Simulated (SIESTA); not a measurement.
**AlN under changes of volume**

One of the cells (10.451 Å³/atom); the others are scaled copies at fixed shape and fractional positions:

```
Al N
1.0
     3.11300    0.00000    0.00000
    -1.55650    2.69594    0.00000
     0.00000    0.00000    4.98100
Al N
2 2
Direct
  0.66667 0.33333 0.50000
  0.33333 0.66667 0.00000
  0.66667 0.33333 0.88000
  0.33333 0.66667 0.38000
```

* Program: SIESTA 5.4.2
* Functional: LDA
* Potentials or basis: PseudoDojo 0.4 standard (LDA files)
* Basis: DZP (energy shift 0.003 Ry)
* Grid cutoff: 800 Ry
* Energy shift: 0.003 Ry
* k mesh: 10 × 10 × 6
* Occupations: fermi-dirac, width 0.05 eV
* Spin: no spin polarisation

| volume (Å³/atom) | energy over the lowest point (meV/atom) | pressure (GPa) | gap on the mesh (eV) | largest force (eV/Å) |
| --- | --- | --- | --- | --- |
| 9.824 | ? | ? | ? | ? |
| 10.033 | 3.27 | 4.8 | 4.81 | 0.150 |
| 10.242 | 0.00 | 0.3 | 4.61 | 0.134 |
| 10.451 | 2.32 | -3.8 | 4.42 | 0.118 |
| 10.660 | 9.69 | -7.5 | 4.23 | 0.103 |
| 10.869 | 21.65 | -10.8 | 4.05 | 0.089 |
| 11.078 | 37.75 | -13.8 | 3.87 | 0.075 |

Problem. What does the run at 9.824 Å³/atom give?

Solution. Energy over the lowest point 12.66 meV/atom; pressure 9.7 GPa; gap on the mesh 5.01 eV; largest force 0.168 eV/Å.

Worked out: A Birch-Murnaghan fit of order 3 (a polynomial in V^(-2/3)) to the other rows has its minimum at 10.26 Å³/atom with B0 = V·E''(V) = 209 GPa and B' = 3.9 at fixed shape and positions, which overstates the stiffness. It gives 12.71 meV/atom at 9.824 Å³/atom, against the run's 12.66, and -dE/dV = 9.8 GPa, against 9.7. A straight line through the other rows of the gap, of slope -9.47 eV per unit of ln V, extrapolates to 5.01 eV, against the run's 5.01.

Energies are extrapolated to zero smearing.

Caveats: the basis of atomic orbitals isn't converged, which shifts pressures, moduli and gaps.

A mesh can miss the band edges.
